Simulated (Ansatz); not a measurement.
# HfO2: the cost of one run

Computed with Ansatz 0.2.0 (DFT PBE, scalar-relativistic, plane waves, PAW, unless a step's input says otherwise).

**1. Starting point**

It takes space group Pca2_1 (No. 29, orthorhombic). Conventional cell: a = 5.219 Å, b = 5.005 Å, c = 5.033 Å, α = 90.00°, β = 90.00°, γ = 90.00°. Around Hf (site symmetry 1) lie 7 O at 2.02 to 2.23 Å. O (site symmetry 1) is surrounded by 3 Hf at 2.02 to 2.13 Å. Around O (site symmetry 1) lie 4 Hf at 2.11 to 2.23 Å.

As a file:

```cif
data_structure
_symmetry_space_group_name_H-M 'P 1'
_symmetry_Int_Tables_number 1
_cell_length_a 8.8101
_cell_length_b 8.8101
_cell_length_c 8.8101
_cell_angle_alpha 107.339
_cell_angle_beta 110.769
_cell_angle_gamma 110.327
_cell_volume 525.86
loop_
_atom_site_label
_atom_site_type_symbol
_atom_site_fract_x
_atom_site_fract_y
_atom_site_fract_z
_atom_site_occupancy
Hf1 Hf 0.25446 0.13722 0.15024 1
Hf2 Hf 0.75446 0.63722 0.15024 1
Hf3 Hf 0.75446 0.13722 0.65024 1
Hf4 Hf 0.25446 0.63722 0.65024 1
Hf5 Hf 0.00446 0.10422 0.36724 1
Hf6 Hf 0.50446 0.60422 0.36724 1
Hf7 Hf 0.50446 0.10422 0.86724 1
Hf8 Hf 0.00446 0.60422 0.86724 1
Hf9 Hf 0.98698 0.38722 0.13276 1
Hf10 Hf 0.48698 0.88722 0.13276 1
Hf11 Hf 0.48698 0.38722 0.63276 1
Hf12 Hf 0.98698 0.88722 0.63276 1
Hf13 Hf 0.73698 0.35422 0.34976 1
Hf14 Hf 0.23698 0.85422 0.34976 1
Hf15 Hf 0.23698 0.35422 0.84976 1
Hf16 Hf 0.73698 0.85422 0.84976 1
O1 O 0.22531 0.37357 0.21961 1
O2 O 0.72531 0.87357 0.21961 1
O3 O 0.72531 0.37357 0.71961 1
O4 O 0.22531 0.87357 0.71961 1
O5 O 0.97531 0.00570 0.10174 1
O6 O 0.47531 0.50570 0.10174 1
O7 O 0.47531 0.00570 0.60174 1
O8 O 0.97531 0.50570 0.60174 1
O9 O 0.47620 0.11312 0.09703 1
O10 O 0.97620 0.61312 0.09703 1
O11 O 0.97620 0.11312 0.59703 1
O12 O 0.47620 0.61312 0.59703 1
O13 O 0.72620 0.37917 0.11308 1
O14 O 0.22620 0.87917 0.11308 1
O15 O 0.22620 0.37917 0.61308 1
O16 O 0.72620 0.87917 0.61308 1
O17 O 0.26609 0.12917 0.40297 1
O18 O 0.76609 0.62917 0.40297 1
O19 O 0.76609 0.12917 0.90297 1
O20 O 0.26609 0.62917 0.90297 1
O21 O 0.51609 0.36312 0.38692 1
O22 O 0.01609 0.86312 0.38692 1
O23 O 0.01609 0.36312 0.88692 1
O24 O 0.51609 0.86312 0.88692 1
O25 O 0.65396 0.12357 0.39826 1
O26 O 0.15396 0.62357 0.39826 1
O27 O 0.15396 0.12357 0.89826 1
O28 O 0.65396 0.62357 0.89826 1
O29 O 0.90396 0.25570 0.28039 1
O30 O 0.40396 0.75570 0.28039 1
O31 O 0.40396 0.25570 0.78039 1
O32 O 0.90396 0.75570 0.78039 1
```

The runs take a perfect supercell of 48 atoms; the defect goes to fractional position (0.255, 0.137, 0.150).

**2. The perfect supercell**

input.yaml

```yaml
crystal:
  lattice:
    - [-5.219463, 5.004764, 5.032685]
    - [5.219463, -5.004764, 5.032685]
    - [5.219463, 5.004764, -5.032685]
  atoms:
    - { symbol: Hf, position: [0.25446, 0.137223, 0.150243] }
    - { symbol: Hf, position: [0.75446, 0.637223, 0.150243] }
    - { symbol: Hf, position: [0.75446, 0.137223, 0.650243] }
    - { symbol: Hf, position: [0.25446, 0.637223, 0.650243] }
    - { symbol: Hf, position: [0.00446, 0.104217, 0.367237] }
    - { symbol: Hf, position: [0.50446, 0.604217, 0.367237] }
    - { symbol: Hf, position: [0.50446, 0.104217, 0.867237] }
    - { symbol: Hf, position: [0.00446, 0.604217, 0.867237] }
    - { symbol: Hf, position: [0.986981, 0.387223, 0.132763] }
    - { symbol: Hf, position: [0.486981, 0.887223, 0.132763] }
    - { symbol: Hf, position: [0.486981, 0.387223, 0.632763] }
    - { symbol: Hf, position: [0.986981, 0.887223, 0.632763] }
    - { symbol: Hf, position: [0.736981, 0.354217, 0.349757] }
    - { symbol: Hf, position: [0.236981, 0.854217, 0.349757] }
    - { symbol: Hf, position: [0.236981, 0.354217, 0.849757] }
    - { symbol: Hf, position: [0.736981, 0.854217, 0.849757] }
    - { symbol: O, position: [0.225311, 0.37357, 0.219614] }
    - { symbol: O, position: [0.725311, 0.87357, 0.219614] }
    - { symbol: O, position: [0.725311, 0.37357, 0.719614] }
    - { symbol: O, position: [0.225311, 0.87357, 0.719614] }
    - { symbol: O, position: [0.975311, 0.005697, 0.101741] }
    - { symbol: O, position: [0.475311, 0.505697, 0.101741] }
    - { symbol: O, position: [0.475311, 0.005697, 0.601741] }
    - { symbol: O, position: [0.975311, 0.505697, 0.601741] }
    - { symbol: O, position: [0.476205, 0.11312, 0.097033] }
    - { symbol: O, position: [0.976205, 0.61312, 0.097033] }
    - { symbol: O, position: [0.976205, 0.11312, 0.597033] }
    - { symbol: O, position: [0.476205, 0.61312, 0.597033] }
    - { symbol: O, position: [0.726205, 0.379172, 0.113084] }
    - { symbol: O, position: [0.226205, 0.879172, 0.113084] }
    - { symbol: O, position: [0.226205, 0.379172, 0.613084] }
    - { symbol: O, position: [0.726205, 0.879172, 0.613084] }
    - { symbol: O, position: [0.266088, 0.129172, 0.402967] }
    - { symbol: O, position: [0.766088, 0.629172, 0.402967] }
    - { symbol: O, position: [0.766088, 0.129172, 0.902967] }
    - { symbol: O, position: [0.266088, 0.629172, 0.902967] }
    - { symbol: O, position: [0.516088, 0.36312, 0.386916] }
    - { symbol: O, position: [0.016088, 0.86312, 0.386916] }
    - { symbol: O, position: [0.016088, 0.36312, 0.886916] }
    - { symbol: O, position: [0.516088, 0.86312, 0.886916] }
    - { symbol: O, position: [0.653956, 0.12357, 0.398259] }
    - { symbol: O, position: [0.153956, 0.62357, 0.398259] }
    - { symbol: O, position: [0.153956, 0.12357, 0.898259] }
    - { symbol: O, position: [0.653956, 0.62357, 0.898259] }
    - { symbol: O, position: [0.903956, 0.255697, 0.280386] }
    - { symbol: O, position: [0.403956, 0.755697, 0.280386] }
    - { symbol: O, position: [0.403956, 0.255697, 0.780386] }
    - { symbol: O, position: [0.903956, 0.755697, 0.780386] }
basis:
  ecutwfc: 420
  fft_grid_basis: typed
kpoints:
  mp_grid: { grid: [2, 2, 2] }
hamiltonian:
  xc: pbe
  pseudopotentials: { kind: paw }
scf:
  occupations: { method: gaussian, width: 0.05 }
output:
  forces: true
  stress: false
  eigenvalues: true
  bader: false
  write_density: true
  volumetric_format: npy
```

On the command line:

```console
$ ansatz run input.yaml --threads 4 --pin off --max-ram 10240MiB --backend cpu --events-out ev --progress --plain --runs-dir out
```

What time and memory should one allow on 4 threads of Arm Neoverse V2, shared host?

About 20 s, with a peak of 3.7 GiB.
